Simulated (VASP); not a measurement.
# Ru (Im-3m) in VASP: a series of runs

One crystal, Ru, is run at these levels: LDA, r2SCAN; tasks: relaxation of cell and atoms.

Everything below comes from runs of VASP 6.6.1. Logs are shortened: lines on timing, memory, paths and dates and some standing lists are left out, and cuts for length are marked.

**1. The crystal as given**

It takes space group Im-3m (No. 229, cubic). The conventional cell has a = 2.923 Å, b = 2.923 Å, c = 2.923 Å, α = 90.00°, β = 90.00°, γ = 90.00°. Around Ru (site symmetry m-3m) lie 8 Ru at 2.53 Å.

The cell was built by a generator and needn't be a form met in nature.

**2. Relaxation of cell and atoms, LDA**

Contents of INCAR:

```
PREC = Accurate
ENCUT = 600
EDIFF = 1E-6
ISMEAR = 1
SIGMA = 0.1
LREAL = False
LASPH = True
NELM = 80
ALGO = Normal
ISIF = 3
LWAVE = False
LCHARG = False
IBRION = 2
NSW = 90
EDIFFG = -0.01
```

Contents of KPOINTS:

```
regular mesh
0
Gamma
  18 18 18
```

Contents of POSCAR:

```
Ru
1.0
   -1.4615672100      1.4615672100      1.4615672100
    1.4615672100     -1.4615672100      1.4615672100
    1.4615672100      1.4615672100     -1.4615672100
Ru
1
Direct
    0.0000000000      0.0000000000      0.0000000000
```

Potentials or basis: VASP PAW LDA potentials, release 64 (Ru_pv).

Command:

```
$ cat potpaw_LDA.64/Ru_pv/POTCAR > POTCAR
$ mpirun -np 1 vasp_std > vasp.out
```

OUTCAR:

```text
PREC = Accurate
   ENCUT = 600
   EDIFF = 1E-6
   ISMEAR = 1
   LREAL = False
   LASPH = True
   NELM = 80
   ISIF = 3
   IBRION = 2
   NSW = 90
   EDIFFG = -0.01

 ion  position               nearest neighbor table
   1  0.000  0.000  0.000-

  LATTYP: Found a body centered cubic cell.
 ALAT       =     2.9231344200

  Lattice vectors:

 A1 = (  -1.4615672100,   1.4615672100,   1.4615672100)
 A2 = (   1.4615672100,  -1.4615672100,   1.4615672100)
 A3 = (   1.4615672100,   1.4615672100,  -1.4615672100)

Analysis of symmetry for initial positions (statically):
=====================================================================
 Subroutine PRICEL returns:
 Original cell was already a primitive cell.

 Routine SETGRP: Setting up the symmetry group for a
 body centered cubic supercell.

 Subroutine GETGRP returns: Found 48 space group operations
 (whereof 48 operations were pure point group operations)
 out of a pool of 48 trial point group operations.

The static configuration has the point symmetry O_h .

Analysis of symmetry for dynamics (positions and initial velocities):
=====================================================================
 Subroutine PRICEL returns:
 Original cell was already a primitive cell.

 Routine SETGRP: Setting up the symmetry group for a
 body centered cubic supercell.

 Subroutine GETGRP returns: Found 48 space group operations
 (whereof 48 operations were pure point group operations)
 out of a pool of 48 trial point group operations.

The dynamic configuration has the point symmetry O_h .

 Subroutine INISYM returns: Found 48 space group operations
 (whereof 48 operations are pure point group operations),
 and found     1 'primitive' translations

----------------------------------------------------------------------------------------

                                     Primitive cell

  volume of cell :      12.4887

  direct lattice vectors                    reciprocal lattice vectors
    -1.461567210  1.461567210  1.461567210     0.000000000  0.342098534  0.342098534
     1.461567210 -1.461567210  1.461567210     0.342098534  0.000000000  0.342098534
     1.461567210  1.461567210 -1.461567210     0.342098534  0.342098534  0.000000000

  length of vectors
     2.531508666  2.531508666  2.531508666     0.483800387  0.483800387  0.483800387

  position of ions in fractional coordinates (direct lattice)
     0.000000000  0.000000000  0.000000000

  ion indices of the primitive-cell ions
   primitive index   ion index
                 1           1

----------------------------------------------------------------------------------------

 KPOINTS: regular mesh

Automatic generation of k-mesh.
 Grid dimensions read from file:
 generate k-points for:   18   18   18

 Generating k-lattice:

  Cartesian coordinates                     Fractional coordinates (reciprocal lattice)
     0.000000000  0.019005474  0.019005474     0.055555556  0.000000000  0.000000000
     0.019005474  0.000000000  0.019005474     0.000000000  0.055555556  0.000000000
     0.019005474  0.019005474  0.000000000     0.000000000  0.000000000  0.055555556

  Length of vectors
     0.026877799  0.026877799  0.026877799

  Shift w.r.t. Gamma in fractional coordinates (k-lattice)
     0.000000000  0.000000000  0.000000000

 Subroutine IBZKPT returns following result:
 ===========================================

 Found    195 irreducible k-points:

 Following reciprocal coordinates:
            Coordinates               Weight
  0.000000  0.000000  0.000000      1.000000
  0.055556  0.000000  0.000000     12.000000
  0.111111  0.000000  0.000000     12.000000
  0.166667  0.000000  0.000000     12.000000
  0.222222  0.000000  0.000000     12.000000
  0.277778  0.000000  0.000000     12.000000
[... 16 lines left out ...]
  0.333333  0.111111  0.000000     48.000000
  0.388889  0.111111  0.000000     48.000000
 [... further k-points ...]
   k-points           NKPTS =    195   k-points in BZ     NKDIM =    195   number of bands    NBANDS=     11
   number of dos      NEDOS =    301   number of ions     NIONS =      1
   total plane-waves  NPLWV =   8000
   dimension x,y,z NGX =    20 NGY =   20 NGZ =   20
   dimension x,y,z NGXF=    40 NGYF=   40 NGZF=   40
   ions per type =               1
   NGX,Y,Z   is equivalent  to a cutoff of  13.13, 13.13, 13.13 a.u.
   NGXF,Y,Z  is equivalent  to a cutoff of  26.27, 26.27, 26.27 a.u.
 SYSTEM =  unknown system
   PREC   = accura    normal or accurate (medium, high low for compatibility)
   ISTART =      0    job   : 0-new  1-cont  2-samecut
   ICHARG =      2    charge: 1-file 2-atom 10-const
   ISPIN  =      1    spin polarized calculation?
   LNONCOLLINEAR =      F non collinear calculations
   LSORBIT =      F    spin-orbit coupling
   LASPH  =      T    aspherical Exc in radial PAW
   ENCUT  =  600.0 eV  44.10 Ry    6.64 a.u.   5.06  5.06  5.06*2*pi/ulx,y,z
   NELM   =     80;   NELMIN=  2; NELMDL= -5     # of ELM steps
   EDIFF  = 0.1E-05   stopping-criterion for ELM
   LREAL  =      F    real-space projection
   EDIFFG = -.1E-01   stopping-criterion for IOM
   NSW    =     90    number of steps for IOM
   IBRION =      2    ionic relax: 0-MD 1-quasi-New 2-CG
   NFREE  =      1    steps in history (QN), initial steepest desc. (CG)
   ISIF   =      3    stress and relaxation
   ISYM   =      2    0-nonsym 1-usesym 2-fastsym
   POTIM  = 0.5000    time-step for ionic-motion
   TEBEG  =    0.0;   TEEND  =   0.0 temperature during run
   PSTRESS=    0.0 pullay stress
   NELECT =      14.0000    total number of electrons
   NUPDOWN=      -1.0000    fix difference up-down
   EMIN   =  10.00;   EMAX   =-10.00  energy-range for DOS
   EFERMI =   0.00;   METHOD = LEGACY
   ISMEAR =     1;   SIGMA  =   0.10  broadening in eV -4-tet -1-fermi 0-gaus
   EFERMI_NEDOS =   21; number of points for ismear=-14 and -15
   IALGO  =     38    algorithm
   IMIX   =      4    mixing-type and parameters
     AMIX     =   0.40;   BMIX     =  1.00
     AMIX_MAG =   1.60;   BMIX_MAG =  1.00
  volume/ion in A,a.u.               =      12.49        84.28
  Fermi-wavevector in a.u.,A,eV,Ry     =   1.700639  3.213741 39.350388  2.892172
  Thomas-Fermi vector in A             =   2.780737
   LORBIT       =      0    0 simple, 1 ext, 2 COOP (PROOUT), +10 PAW based schemes
   GGA     = CA    functional components
   LHFCALC =     F    Hartree Fock is set to
   AEXX    =    0.0000 exact exchange contribution
   IVDW    =     0    specifies the selected vdW correction
   LEPSILON=     F    determine dielectric tensor
   LRPA    =     F    only Hartree local field effects (RPA)
 conjugate gradient relaxation of ions
 non-spin polarized calculation
 Methfessel and Paxton  Order N= 1 SIGMA  =   0.10
  energy-cutoff  :      600.00
  volume of cell :       12.49
 maximum number of plane-waves:       430
   NGX = 11   NGY = 11   NGZ = 11

--------------------------------------- Ionic step        1  -------------------------------------------

 number of electron      14.0000005 magnetization

 Free energy of the ion-electron system (eV)
  ---------------------------------------------------
  ext. energy  EPLUGINS =         0.00000000
  ---------------------------------------------------
  free energy    TOTEN  =        -9.92342978 eV

  energy without entropy =       -9.92245347  energy(sigma->0) =       -9.92310434

------------------------ aborting loop because EDIFF is reached ----------------------------------------

  FORCE on cell =-STRESS in cart. coord.  units (eV):
  Direction    XX          YY          ZZ          XY          YZ          ZX
  --------------------------------------------------------------------------------------
  -------------------------------------------------------------------------------------
  Total        2.4893028      2.4893028      2.4893028      0.0000000      0.0000000     -0.0000000
  in kB      319.3536946    319.3536946    319.3536946      0.0000000      0.0000000     -0.0000000
  external PRESSURE =     319.3536946 kB  Pullay stress =       0.0000000 kB
[... 20 lines left out ...]
  energy  without entropy=       -9.9224534728  energy(sigma->0) =       -9.92310434

--------------------------------------- Ionic step        2  -------------------------------------------

 number of electron      14.0000001 magnetization

 E-fermi :   8.6052     XC(G=0): -12.8568

 val. band max:        8.6049337371   @ k =  -0.3889  -0.4444   0.1667
 cond. band min:       8.6061668254   @ k =   0.2222   0.1667   0.1111
 fundamental gap:      0.0012330883
 Fermi energy:         8.6052490998

 k-point     1 :       0.0000    0.0000    0.0000
  band No.  band energies     occupation
      1     -33.6212      2.00000
      2     -33.6212      2.00000
      3     -33.6212      2.00000
      4       1.9853      2.00000
      5       6.5935      2.00000
      6       6.5935      2.00000
      7       6.5935      2.00000
      8       8.5545      1.74847
      9       8.5545      1.74846
     10      19.0234      0.00000
     11      25.3625      0.00000
[... 385 lines left out ...]
  FREE ENERGIE OF THE ION-ELECTRON SYSTEM (eV)
  ---------------------------------------------------
  free  energy   TOTEN  =       -10.0175226876 eV

  energy  without entropy=      -10.0167447630  energy(sigma->0) =      -10.01726338

[... ionic steps 4 to 15 ...]

--------------------------------------- Ionic step       16  -------------------------------------------

 number of electron      13.9999994 magnetization

------------------------ aborting loop because EDIFF is reached ----------------------------------------

  FORCE on cell =-STRESS in cart. coord.  units (eV):
  Direction    XX          YY          ZZ          XY          YZ          ZX
  --------------------------------------------------------------------------------------
  -------------------------------------------------------------------------------------
  Total        0.0172930      0.0172930      0.0172930     -0.0000000      0.0000000      0.0000000
  in kB        2.0500798      2.0500798      2.0500798     -0.0000000      0.0000000      0.0000000
  external PRESSURE =       2.0500798 kB  Pullay stress =       0.0000000 kB
[... 55 lines left out ...]
  energy  without entropy=      -10.0179353009  energy(sigma->0) =      -10.01846889

--------------------------------------- Ionic step       18  -------------------------------------------

 number of electron      13.9999994 magnetization

 Free energy of the ion-electron system (eV)
  ---------------------------------------------------
  ext. energy  EPLUGINS =         0.00000000
  ---------------------------------------------------
  free energy    TOTEN  =       -10.01873705 eV

  energy without entropy =      -10.01793717  energy(sigma->0) =      -10.01847042

 E-fermi :  12.9298     XC(G=0): -14.3998

 val. band max:       12.9281110966   @ k =   0.2222   0.0000   0.0000
 cond. band min:      12.9487228957   @ k =   0.3333   0.2778   0.0000
 fundamental gap:      0.0206117991
 Fermi energy:        12.9297853942

 k-point     1 :       0.0000    0.0000    0.0000
  band No.  band energies     occupation
      1     -29.4392      2.00000
      2     -29.4392      2.00000
      3     -29.4392      2.00000
      4       4.7137      2.00000
      5       9.9785      2.00000
      6       9.9785      2.00000
      7       9.9785      2.00000
      8      12.8215      2.06350
      9      12.8215      2.06350
     10      22.9732      0.00000
     11      30.0643      0.00000
[... 350 lines left out ...]
  FREE ENERGIE OF THE ION-ELECTRON SYSTEM (eV)
  ---------------------------------------------------
  free  energy   TOTEN  =       -10.0187370478 eV

  energy  without entropy=      -10.0179371718  energy(sigma->0) =      -10.01847042

 reached required accuracy - stopping structural energy minimisation
```

Wall time 92 s (1 thread of Intel Xeon Platinum 8488C (Sapphire Rapids), shared host); peak memory 0.15 GiB.

Results:

```
Free energy                            : -10.0187 eV
Relaxed volume                         : 13.52 Å³/atom
Relaxed cell                           : a = 2.599 Å, b = 2.599 Å, c = 2.599 Å, α = 109.47°, β = 109.47°, γ = 109.47°
Space group after relaxing (to 0.05 Å) : Im-3m (No. 229)
Energy gained by relaxing              : 95.3 meV/atom
Ionic steps                            : 18
Pressure after relaxing                : 0.1 GPa
Band gap on the k mesh                 : none (metal or under the smearing width)
```

The path:
| step | energy change (eV) | largest force (eV/Å) | pressure (GPa) | volume (Å³) |
| --- | --- | --- | --- | --- |
| 1 | 0.0000 | 0.0000 | 31.94 | 12.49 |
| 2 | 0.6494 | 0.0000 | -45.61 | 17.55 |
| 3 | -0.0941 | 0.0000 | -3.09 | 13.65 |
| 4 | -0.0953 | 0.0000 | -0.38 | 13.53 |
| 5 | -0.0953 | 0.0000 | 0.20 | 13.51 |
| 6 | -0.0953 | 0.0000 | 0.22 | 13.51 |
| 7 | -0.0953 | 0.0000 | 0.23 | 13.51 |
| 8 | -0.0953 | 0.0000 | 0.19 | 13.51 |
| 9 | -0.0953 | 0.0000 | 0.19 | 13.51 |
| 10 | -0.0953 | 0.0000 | 0.19 | 13.51 |
| 11 | -0.0953 | 0.0000 | 0.19 | 13.51 |
| 12 | -0.0953 | 0.0000 | 0.19 | 13.51 |
| 13 | -0.0953 | 0.0000 | 0.19 | 13.51 |
| 14 | -0.0953 | 0.0000 | 0.19 | 13.51 |
| 15 | -0.0953 | 0.0000 | 0.20 | 13.51 |
| 16 | -0.0953 | 0.0000 | 0.21 | 13.51 |
| 17 | -0.0953 | 0.0000 | 0.12 | 13.52 |
| 18 | -0.0953 | 0.0000 | 0.06 | 13.52 |

Final structure:
```yaml
crystal:
  lattice:
    - [-1.50072, 1.50072, 1.50072]
    - [1.50072, -1.50072, 1.50072]
    - [1.50072, 1.50072, -1.50072]
  atoms:
    - { symbol: Ru, position: [0.00000, 0.00000, 0.00000] }
```

(Part 1 of 2 ends here.)
